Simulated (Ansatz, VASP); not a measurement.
SrO: VASP beside Ansatz

```
CELL_PARAMETERS angstrom
0.00000 2.53571 2.53571
2.53571 0.00000 2.53571
2.53571 2.53571 0.00000
ATOMIC_POSITIONS crystal
Sr 0.00000 0.00000 0.00000
O 0.50000 0.50000 0.50000
```

Change from the starting cell: strained cell.

Alike in both runs: task relaxation of the atoms; functional PBEsol; k mesh 6 × 6 × 6; occupations gaussian, width 0.02 eV; no spin polarisation.

```csv
,VASP,Ansatz
version,VASP 6.6.1,Ansatz 0.2.0
potentials or method,"VASP PAW PBE potentials, release 64 (Sr_sv, O)","scalar-relativistic, plane waves, PAW"
plane-wave cutoff (eV),520,420
valence electrons in the cell,16,16
```

```tsv
	VASP	Ansatz	Ansatz less VASP
gap on the k mesh at the Fermi level, each at its own relaxed structure (eV)	3.12	3.17	+0.053
```

Ansatz warned: «pseudo_functional_mismatch».

Caveats: the relaxation stopped at its first step, so nothing moved. A k mesh can miss the band edges.
